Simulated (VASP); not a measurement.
# Cu (Fm-3m) in VASP: notebook

The runs below take Cu through single point, with PBE.

Program: VASP 6.6.1. These are calculated values, not measurements. Logs are shortened: lines on timing, memory, paths and dates and some standing lists are left out, and cuts for length are marked.

## 1. Starting point

Symmetry: Fm-3m, No. 225, cubic system. The conventional cell has a = 3.615 Å, b = 3.615 Å, c = 3.615 Å, α = 90.00°, β = 90.00°, γ = 90.00°. Cu (site symmetry m-3m) is surrounded by 12 Cu at 2.56 Å.

## 2. Single point, PBE

Contents of INCAR:

```
SYSTEM = Cu
  PREC = Accurate
  ENCUT = 460
  EDIFF = 1E-7
  ISMEAR = -1
  SIGMA = 0.1
  LREAL = .False.
  LASPH = .True.
  NELM = 100
  ALGO = Normal
  ISIF = 2
  LWAVE = .False.
  LCHARG = .False.
  GGA = PE
  NBANDS = 12
  ADDGRID = .False.
```

Contents of KPOINTS:

```
regular mesh
0
Gamma
  16 16 16
  0 0 0
```

Contents of POSCAR:

```
Cu
1.0
   -0.0335610000      1.7894160000      1.7776830000
    1.7981850000     -0.0227470000      1.7668690000
    1.8176490000      1.7980650000     -0.0422110000
Cu
1
Direct
    0.0167750000     -0.0332640000      0.0016970000
```

Potentials or basis: VASP PAW PBE potentials, release 64 (Cu).

The run is started by

```sh
$ cat potpaw_PBE.64/Cu/POTCAR > POTCAR
$ mpirun -np 1 vasp_std > vasp.out
```

OUTCAR:

```text
SYSTEM = Cu
   PREC = Accurate
   ENCUT = 460
   EDIFF = 1E-7
   ISMEAR = -1
   LREAL = .False.
   LASPH = .True.
   NELM = 100
   ISIF = 2
   GGA = PE

 Found   2052 irreducible k-points:

 Following reciprocal coordinates:
            Coordinates               Weight
  0.000000  0.000000  0.000000      1.000000
  0.062500 -0.000000 -0.000000      2.000000
  0.125000 -0.000000 -0.000000      2.000000
  0.187500 -0.000000 -0.000000      2.000000
  0.250000 -0.000000 -0.000000      2.000000
  0.312500 -0.000000 -0.000000      2.000000
   k-points           NKPTS =   2052   k-points in BZ     NKDIM =   2052   number of bands    NBANDS=     12
   number of dos      NEDOS =    301   number of ions     NIONS =      1
   total plane-waves  NPLWV =   5832
   dimension x,y,z NGX =    18 NGY =   18 NGZ =   18
   dimension x,y,z NGXF=    36 NGYF=   36 NGZF=   36
   ions per type =               1
   NGX,Y,Z   is equivalent  to a cutoff of  11.86, 11.87, 11.70 a.u.
   NGXF,Y,Z  is equivalent  to a cutoff of  23.73, 23.74, 23.41 a.u.
 SYSTEM =  Cu
   PREC   = accura    normal or accurate (medium, high low for compatibility)
   ISTART =      0    job   : 0-new  1-cont  2-samecut
   ICHARG =      2    charge: 1-file 2-atom 10-const
   ISPIN  =      1    spin polarized calculation?
   LNONCOLLINEAR =      F non collinear calculations
   LSORBIT =      F    spin-orbit coupling
   LASPH  =      T    aspherical Exc in radial PAW
   ENCUT  =  460.0 eV  33.81 Ry    5.81 a.u.   4.41  4.41  4.47*2*pi/ulx,y,z
   NELM   =    100;   NELMIN=  2; NELMDL= -5     # of ELM steps
   EDIFF  = 0.1E-06   stopping-criterion for ELM
   LREAL  =      F    real-space projection
   EDIFFG = 0.1E-05   stopping-criterion for IOM
   NSW    =      0    number of steps for IOM
   IBRION =     -1    ionic relax: 0-MD 1-quasi-New 2-CG
   NFREE  =      0    steps in history (QN), initial steepest desc. (CG)
   ISIF   =      2    stress and relaxation
   ISYM   =      2    0-nonsym 1-usesym 2-fastsym
   POTIM  = 0.5000    time-step for ionic-motion
   TEBEG  =    0.0;   TEEND  =   0.0 temperature during run
   PSTRESS=    0.0 pullay stress
   NELECT =      11.0000    total number of electrons
   NUPDOWN=      -1.0000    fix difference up-down
   EMIN   =  10.00;   EMAX   =-10.00  energy-range for DOS
   EFERMI =   0.00;   METHOD = LEGACY
   ISMEAR =    -1;   SIGMA  =   0.10  broadening in eV -4-tet -1-fermi 0-gaus
   EFERMI_NEDOS =   21; number of points for ismear=-14 and -15
   IALGO  =     38    algorithm
   IMIX   =      4    mixing-type and parameters
     AMIX     =   0.40;   BMIX     =  1.00
     AMIX_MAG =   1.60;   BMIX_MAG =  1.00
  volume/ion in A,a.u.               =      11.81        79.70
  Fermi-wavevector in a.u.,A,eV,Ry     =   1.598763  3.021224 34.777082  2.556043
  Thomas-Fermi vector in A             =   2.696162
   LORBIT       =      0    0 simple, 1 ext, 2 COOP (PROOUT), +10 PAW based schemes
   GGA     = PE    functional components
   LHFCALC =     F    Hartree Fock is set to
   AEXX    =    0.0000 exact exchange contribution
   IVDW    =     0    specifies the selected vdW correction
   LEPSILON=     F    determine dielectric tensor
   LRPA    =     F    only Hartree local field effects (RPA)
 non-spin polarized calculation
  energy-cutoff  :      460.00
  volume of cell :       11.81
 maximum number of plane-waves:       279
 NGX is ok and might be reduce to    18
   NGX =  9   NGY =  9   NGZ =  9

 number of electron      11.0000003 magnetization

 Free energy of the ion-electron system (eV)
  ---------------------------------------------------
  ext. energy  EPLUGINS =         0.00000000
  ---------------------------------------------------
  free energy    TOTEN  =        -3.72697473 eV

  energy without entropy =       -3.71691420  energy(sigma->0) =       -3.72194447

 E-fermi :   7.5747     XC(G=0): -12.7249

 val. band max:        7.5737542223   @ k =   0.5000   0.3750   0.2500
 cond. band min:       7.5836873830   @ k =   0.0625   0.5000   0.1875
 fundamental gap:      0.0099331606
 Fermi energy:         7.5746934817

 k-point     1 :       0.0000    0.0000    0.0000
  band No.  band energies     occupation
      1      -1.7658      2.00000
      2       4.4641      2.00000
      3       4.5293      2.00000
      4       4.6664      2.00000
      5       5.3489      2.00000
      6       5.4208      2.00000
      7      30.0385      0.00000
      8      32.1015      0.00000
      9      32.6978      0.00000
     10      33.8697      0.00000
     11      34.6756      0.00000
     12      35.1706      0.00000

 k-point     2 :       0.0625   -0.0000   -0.0000
  band No.  band energies     occupation
      1      -1.6254      2.00000
      2       4.4566      2.00000
      3       4.5425      2.00000
      4       4.6817      2.00000
      5       5.3413      2.00000
      6       5.4103      2.00000
      7      29.0482      0.00000
      8      30.9815      0.00000
      9      32.1480      0.00000
     10      33.3047      0.00000
     11      35.3924      0.00000
     12      36.3984      0.00000

 k-point     3 :       0.1250   -0.0000   -0.0000
  band No.  band energies     occupation
      1      -1.2102      2.00000
      2       4.4040      2.00000
      3       4.5892      2.00000
      4       4.7336      2.00000
      5       5.3317      2.00000
      6       5.3911      2.00000
      7      26.0861      0.00000
      8      30.5137      0.00000
      9      31.5323      0.00000
     10      32.4840      0.00000
     11      36.4800      0.00000
     12      37.2590      0.00000

 k-point     4 :       0.1875   -0.0000   -0.0000
  band No.  band energies     occupation
      1      -0.5417      2.00000
      2       4.3227      2.00000
      3       4.6354      2.00000
      4       4.7867      2.00000
      5       5.3618      2.00000
      6       5.4002      2.00000
      7      22.8785      0.00000
      8      30.1549      0.00000
      9      31.0142      0.00000
     10      31.7287      0.00000
     11      36.9307      0.00000
     12      37.3868      0.00000

 k-point     5 :       0.2500   -0.0000   -0.0000
  band No.  band energies     occupation
      1       0.3286      2.00000
      2       4.2827      2.00000
      3       4.6342      2.00000
      4       4.7856      2.00000
      5       5.4651      2.00000
      6       5.4844      2.00000
      7      19.7882      0.00000
      8      29.7637      0.00000
      9      30.5728      0.00000
     10      31.0819      0.00000
     11      35.9617      0.00000
     12      36.3808      0.00000

 k-point     6 :       0.3125   -0.0000   -0.0000
  band No.  band energies     occupation
      1       1.2741      2.00000
      2       4.4105      2.00000
      3       4.5857      2.00000
      4       4.7358      2.00000
      5       5.6027      2.00000
      6       5.6496      2.00000
      7      16.9020      0.00000
      8      29.3892      0.00000
      9      30.1995      0.00000
     10      30.5880      0.00000
     11      34.6177      0.00000
     12      35.0538      0.00000

 [... further k-points ...]

------------------------ aborting loop because EDIFF is reached ----------------------------------------

  FORCE on cell =-STRESS in cart. coord.  units (eV):
  Direction    XX          YY          ZZ          XY          YZ          ZX
  --------------------------------------------------------------------------------------
  -------------------------------------------------------------------------------------
  Total        0.1089568      0.1522438      0.1827138      0.0449120      0.1131118      0.1833049
  in kB       14.7808771     20.6531098     24.7866104      6.0926700     15.3445355     24.8667909
  external PRESSURE =      20.0735324 kB  Pullay stress =       0.0000000 kB

 VOLUME and BASIS-vectors are now :
 -----------------------------------------------------------------------------
  energy-cutoff  :      460.00
  volume of cell :       11.81
      direct lattice vectors                 reciprocal lattice vectors
    -0.033561000  1.789416000  1.777683000    -0.268914128  0.278352052  0.277263920
     1.798185000 -0.022747000  1.766869000     0.277037260 -0.273469598  0.280504747
     1.817649000  1.798065000 -0.042211000     0.271125354  0.275680674 -0.272381618

 POSITION                                       TOTAL-FORCE (eV/Angst)
 -----------------------------------------------------------------------------------
      1.74089      0.01108      1.73784         0.000000      0.000000     -0.000000
 -----------------------------------------------------------------------------------
    total drift:                                0.000079     -0.000021     -0.000039

  FREE ENERGIE OF THE ION-ELECTRON SYSTEM (eV)
  ---------------------------------------------------
  free  energy   TOTEN  =        -3.7269747335 eV

  energy  without entropy=       -3.7169141967  energy(sigma->0) =       -3.72194447
```

Wall time 2 min (1 thread of AMD EPYC 9R45 (Zen 5), shared host); peak memory 0.3 GiB.

These settings aren't checked as converged: the numbers below hold their error.

Results:

- Free energy: -3.7270 eV
- Pressure: 2.0 GPa
- Band gap on the k mesh: none (metal or under the smearing width)

## 3. Single point, PBE

Changes to INCAR since step 2:

```diff
@@ -1,6 +1,6 @@
 SYSTEM = Cu
-  PREC = Accurate
-  ENCUT = 460
+  PREC = Low
+  ENCUT = 520
   EDIFF = 1E-7
-  ISMEAR = -1
+  ISMEAR = 1
   SIGMA = 0.1
```

KPOINTS is that of step 2.

Contents of POSCAR:

```
Cu
1.0
    0.0000000000      1.8075000000      1.8075000000
    1.8075000000      0.0000000000      1.8075000000
    1.8075000000      1.8075000000      0.0000000000
Cu
1
Direct
    0.0000000000      0.0000000000      0.0000000000
```

Potentials or basis: VASP PAW PBE potentials, release 64 (Cu).

The run is started by

```sh
$ cat potpaw_PBE.64/Cu/POTCAR > POTCAR
$ mpirun -np 1 vasp_std > vasp.out
```

Wall time 5.9 s (1 thread of AMD EPYC 9R45 (Zen 5), shared host); peak memory 0.09 GiB.

These settings aren't checked as converged: the numbers below hold their error.

Results:

| Property | Result |
| --- | --- |
| Free energy | -3.7298 eV |
| Pressure | 2.4 GPa |
| Band gap on the k mesh | none (metal or under the smearing width) |
